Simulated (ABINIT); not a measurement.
# AlNi3 (Fm-3m) in ABINIT: optical spectrum with LDA

Aim: the optical spectrum of AlNi3 with LDA.

Everything below comes from runs of ABINIT 10.8.3 (patched build). Logs are shortened: lines on timing, memory, paths and dates and some standing lists are left out, and cuts for length are marked. The log counts tension as positive stress, the text compression.

## Step 1: The crystal as given

The structure is cubic, space group Fm-3m (No. 225). Conventional cell: a = 5.604 Å, b = 5.604 Å, c = 5.604 Å, α = 90.00°, β = 90.00°, γ = 90.00°. Ni (site symmetry -43m) has 4 Al at 2.43 Å and 4 Ni at 2.43 Å as nearest neighbours. Ni (site symmetry m-3m) is surrounded by 8 Ni at 2.43 Å. Al (site symmetry m-3m) has 8 Ni at 2.43 Å as nearest neighbours.

The cell comes from a database or a generator and needn't be the stable form of this composition.

## Step 2: Optical spectrum, LDA, collinear spin, ferromagnetic start

Contents of run.abi:

```
ndtset 3

pp_dirpath "./"
pseudos "Ni.upf, Al.upf"

acell 3.9624690777 3.9624690777 3.9624690777 Angstrom
rprim
     0.0000000000     0.7071067812     0.7071067812
     0.7071067812     0.0000000000     0.7071067812
     0.7071067812     0.7071067812     0.0000000000
ntypat 2
znucl 28 13
natom 4
typat 1 1 1 2
xred
            3/4            3/4            3/4
            0.0            0.0            0.0
            1/4            1/4            1/4
            1/2            1/2            1/2

ecut 46.0

ngkpt 8 8 8
nshiftk 4
shiftk
     0.5000000000     0.5000000000     0.5000000000
     0.5000000000     0.0000000000     0.0000000000
     0.0000000000     0.5000000000     0.0000000000
     0.0000000000     0.0000000000     0.5000000000
istwfk *1

ixc 7

occopt 3
tsmear 0.1 eV

nsppol 2
spinat
     0.0000000000     0.0000000000     1.0000000000
     0.0000000000     0.0000000000     1.0000000000
     0.0000000000     0.0000000000     1.0000000000
     0.0000000000     0.0000000000     0.0000000000

nstep 80

iomode 3
prteig 0
prtebands 0

nband1 35
tolvrs1 1.0e-12
prtden1 1
prtwf1 0
kptopt1 1

iscf2 -3
getden2 1
nband2 44
nbdbuf2 4
tolwfr2 1.0e-12
nstep2 120
prtden2 0
kptopt2 1

optdriver3 8
wfk_task3 "wfk_optics_fullbz"
getwfk3 2
nband3 40
kptopt3 1
prtevk3 1
inclvkb3 2
```

Contents of optic.abi:

```
&FILES
 ddkfile_1 = 'runo_DS3_1_EVK.nc',
 ddkfile_2 = 'runo_DS3_2_EVK.nc',
 ddkfile_3 = 'runo_DS3_3_EVK.nc',
 wfkfile = 'runo_DS3_WFK.nc'
/
&PARAMETERS
 broadening = 0.003675,
 domega = 0.002,
 maxomega = 0.8,
 scissor = 0.000000,
 tolerance = 0.002
/
&COMPUTATIONS
 num_lin_comp = 1,
 lin_comp = 11,
 num_nonlin_comp = 0
/
```

Potentials or basis: PseudoDojo NC SR LDA v0.4.1 standard.

On the command line:

```bash
mpirun --bind-to none -np 4 abinit run.abi > log 2>&1
optic optic.abi > optic.log 2>&1
```

run.abo:

```text
.Version 10.8.3 of ABINIT
 DATASET    1 : space group Fm -3 m (#225); Bravais cF (face-center cubic)
================================================================================
 Values of the parameters that define the memory need for DATASET  1.
     intxc =       0    ionmov =       0      iscf =       7    lmnmax =       6
     lnmax =       6     mgfft =      48  mpssoang =       3    mqgrid =    3001
     natom =       4  nloc_mem =       1    nspden =       2   nspinor =       1
    nsppol =       2      nsym =      48    n1xccc =    2501    ntypat =       2
    occopt =       3   xclevel =       1
       mpw =        4452          nfft =      110592          nkpt =          60
================================================================================
================================================================================
[... 13 lines left out ...]
 DATASET    3 : space group Fm -3 m (#225); Bravais cF (face-center cubic)
================================================================================
 Values of the parameters that define the memory need for DATASET  3.
     intxc =       0    ionmov =       0      iscf =       7    lmnmax =       6
     lnmax =       6     mgfft =      48  mpssoang =       3    mqgrid =    3001
     natom =       4  nloc_mem =       1    nspden =       2   nspinor =       1
    nsppol =       2      nsym =      48    n1xccc =    2501    ntypat =       2
    occopt =       3   xclevel =       1
       mpw =        4452          nfft =      110592          nkpt =          60
================================================================================
================================================================================

--------------------------------------------------------------------------------
------------- Echo of variables that govern the present computation ------------
--------------------------------------------------------------------------------
 -outvars: echo values of preprocessed input variables --------
            acell      7.4879813392E+00  7.4879813392E+00  7.4879813392E+00 Bohr
              amu      5.86900000E+01  2.69815390E+01
             ecut      4.60000000E+01 Hartree
           getden1          0
           getden2          1
           getden3          0
           getwfk1          0
           getwfk2          0
           getwfk3          2
             iscf1          7
             iscf2         -3
             iscf3          7
              ixc           7
           jdtset        1    2    3
                       outvar_i_n : Printing only first  50 k-points.
         kptrlatt        8   -8    8     -8    8    8     -8   -8    8
          kptrlen      8.47168381E+01
            natom           4
            nband1         35
            nband2         44
            nband3         40
           nbdbuf1          0
           nbdbuf2          4
           nbdbuf3          0
[... 1506 lines left out ...]
 prteigrs : prtvol=0 or 1, do not print more k-points.

--- !EnergyTerms
iteration_state     : {dtset: 2, }
comment             : Components of total free energy in Hartree
kinetic             :  2.37648248368158E+02
hartree             :  1.66668893957566E+02
xc                  : -6.47464572862874E+01
Ewald energy        : -3.08515524770400E+02
psp_core            :  1.14439773523992E+01
local_psp           : -4.68043127886627E+02
non_local_psp       : -7.98772864673781E+01
internal            : -5.05421276732569E+02
'-kT*entropy'       : -3.91909547884151E-03
total_energy        : -5.05425195828048E+02
...

--- !EnergyTermsDC
iteration_state     : {dtset: 2, }
comment             : '"Double-counting" decomposition of free energy'
band_energy         : -4.43428252762406E+01
Ewald energy        : -3.08515524770400E+02
psp_core            :  1.14439773523992E+01
xc_dc               : -1.64006902066327E+02
internal            : -5.05421274760569E+02
'-kT*entropy'       : -3.91909547884151E-03
total_energy_dc     : -5.05425193856048E+02
...

================================================================================
== DATASET  3 ==================================================================

--- !DatasetInfo
iteration_state: {dtset: 3, }
dimensions: {natom: 4, nkpt: 60, mband: 40, nsppol: 2, nspinor: 1, nspden: 2, mpw: 4452, }
cutoff_energies: {ecut:  46.0, pawecutdg:  -1.0, }
electrons: {nelect:   5.70000000E+01, charge:   0.00000000E+00, occopt:   3.00000000E+00, tsmear:   3.67493222E-03, }
meta: {optdriver: 8, wfk_task: 7, }
...

 mkfilename : getwfk/=0, take file _WFK from output of DATASET   2.

 Exchange-correlation functional for the present dataset will be:
  LDA: Perdew-Wang 92 LSD fit to Ceperley-Alder data - ixc=7
  J.P.Perdew and Y.Wang, PRB 45, 13244 (1992)

--------------------------------------------------------------------------------

 Computation of velocity matrix elements (DDK)

 Parameters extracted from the Abinit header:
    ecut:     46.0
    nkpt:    2048
    mband:   44
    nsppol:  2
    nspinor: 1
    useylm:  0
    inclvkb: 2
    bmin: 1, bmax: 44
    Computing diagonal and off-diagonal matrix elements
    Between band index bmin: 1, bmax: 44

== END DATASET(S) ==============================================================
================================================================================

 -outvars: echo values of variables after computation  --------
            acell      7.4879813392E+00  7.4879813392E+00  7.4879813392E+00 Bohr
           etotal1    -5.0542519386E+02
           etotal2    -5.0542519386E+02
           etotal3     0.0000000000E+00
            fcart1    -9.9325193304E-31  5.9595115983E-31 -1.9865038661E-31
                      -1.9865038661E-31 -1.9865038661E-31  5.9595115983E-31
                       1.3905527063E-30 -1.9865038661E-31 -9.9325193304E-31
                      -1.9865038661E-31 -1.9865038661E-31  5.9595115983E-31
            fcart3     0.0000000000E+00  0.0000000000E+00  0.0000000000E+00
                       0.0000000000E+00  0.0000000000E+00  0.0000000000E+00
                       0.0000000000E+00  0.0000000000E+00  0.0000000000E+00
                       0.0000000000E+00  0.0000000000E+00  0.0000000000E+00
            rprim      0.0000000000E+00  7.0710678120E-01  7.0710678120E-01
                       7.0710678120E-01  0.0000000000E+00  7.0710678120E-01
                       7.0710678120E-01  7.0710678120E-01  0.0000000000E+00
           strten1     2.7321841918E-04  2.7321841918E-04  2.7321841918E-04
                       0.0000000000E+00  0.0000000000E+00  0.0000000000E+00
           strten3     0.0000000000E+00  0.0000000000E+00  0.0000000000E+00
                       0.0000000000E+00  0.0000000000E+00  0.0000000000E+00
           xangst      4.2028331327E+00  4.2028331327E+00  4.2028331327E+00
                       0.0000000000E+00  0.0000000000E+00  0.0000000000E+00
                       1.4009443776E+00  1.4009443776E+00  1.4009443776E+00
                       2.8018887551E+00  2.8018887551E+00  2.8018887551E+00
             xred      7.5000000000E-01  7.5000000000E-01  7.5000000000E-01
                       0.0000000000E+00  0.0000000000E+00  0.0000000000E+00
                       2.5000000000E-01  2.5000000000E-01  2.5000000000E-01
                       5.0000000000E-01  5.0000000000E-01  5.0000000000E-01
 Calculation completed.
```

Wall time 15 min (4 MPI ranks of Arm Neoverse V2, shared host); peak memory 18 GiB.

Results:

```yaml
Free_energy: -13753.3202 eV
Pressure: -8.0 GPa
Net_moment: 0.00 μB per cell
```

Dielectric function (mean over the directions given):
```csv
energy (eV),real part,imaginary part
0.33,59.25,61.22
1.31,7.41,22.47
2.29,-1.52,13.38
3.37,1.13,6.21
4.35,3.02,8.86
5.44,0.14,8.38
6.42,0.05,6.35
7.51,-0.31,5.21
8.49,-0.43,4.98
9.58,-1.31,3.94
10.56,-0.65,3.30
11.65,-1.00,2.69
12.63,-1.01,1.86
13.71,-0.68,1.57
14.69,-0.66,1.27
15.78,-0.24,0.96
16.76,-0.10,1.22
17.85,-0.09,1.15
18.83,-0.09,1.07
19.92,-0.28,0.81
```

Caveat: the intraband (Drude) term is left out; small starting moments can end in a higher magnetic state in this program; spectra need much finer meshes, so this one isn't converged; independent-particle spectra lack excitons.
